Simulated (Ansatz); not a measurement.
# Rh: how the axes shrink under pressure

Rh, P6_3/mmc, a = 2.675 Å, c = 8.727 Å. This isn't the element's structure at ambient conditions. Ansatz: PBEsol, PAW, 420 eV, Γ-centred 18×18×6 mesh on 4 atoms, Gaussian smearing 0.10 eV; no spin polarisation. Cell and atoms are relaxed at each pressure, and no other structure is tried, so the rows at high pressure may lie past a change of phase. y = 100 ln(c/c0) with c0 = 8.7271 Å, so nearly a change in per cent. The pressures are the targets, met within 0.03 GPa.

| P (GPa) | y | 100 ln(a/a0) |
| --- | --- | --- |
| -3.0 | ? | ? |
| 0.0 | 0.00 | 0.00 |
| 3.0 | -0.34 | -0.33 |
| 8.0 | -0.85 | -0.85 |
| 15.0 | -1.50 | -1.52 |
| 30.0 | -2.73 | -2.76 |
| 60.0 | -4.70 | -4.76 |

Question: Fit y = c1 P + c2 P² to the other rows, give the linear compressibility along c, and predict the missing y.

Answer: Least squares on the rows shown. y = −0.1059 P + 0.0004609 P². The linear compressibility along c is −c1/100 = 1.06 per TPa, against 1.07 along a from the same fit to the last column (its missing entry is 0.36): the crystal is about as stiff along both at low pressure. The runs next to zero pressure give 1.12 and 1.14, so a parabola over the whole range misstates the start. With a term in P³ added, the coefficient of P becomes -0.1124, 6 % more, which shows how far this figure hangs on the form. At P = -3.0 the fit asked for gives 0.32. The run gave 0.34, so the fit is 0.02 too low, within the rms miss on the fitted rows (0.02).